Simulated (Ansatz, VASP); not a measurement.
**Two plane-wave programs on Sb**

```xyz
1
Lattice="3.0020 0.0000 0.0000 0.0000 3.0020 0.0000 0.0000 0.0000 3.0020" Properties=species:S:1:pos:R:3 pbc="T T T"
Sb    0.0000    0.0000    0.0000
```

Change from the starting cell: strain -0.050 along x and y, -0.050 along z, atoms carried along.

Alike in both runs: task single point; functional PBEsol; k mesh 16 × 16 × 16; occupations gaussian, width 0.15 eV; no spin polarisation.

|  | VASP | Ansatz |
| --- | --- | --- |
| version | VASP 6.6.1 | Ansatz 0.2.0 |
| potentials or method | VASP PAW PBE potentials, release 64 (Sb) | scalar-relativistic, plane waves, PAW |
| plane-wave cutoff (eV) | 520 | 420 |
| valence electrons in the cell | 5 | 15 |

|  | VASP | Ansatz | Ansatz less VASP |
| --- | --- | --- | --- |
| gap on the k mesh at the Fermi level (eV) | none | none | - |
| pressure (GPa) | 4.4 | 4.2 | -0.22 |

A gap of «none» marks a metal or a gap that the smearing closes. The two sets of potentials don't hold the same shells in valence.

Caveats: the PAW data sets were made with another functional, which shifts forces and pressure a little (VASP). Spin-orbit coupling is left out, which matters for the levels of Sb.
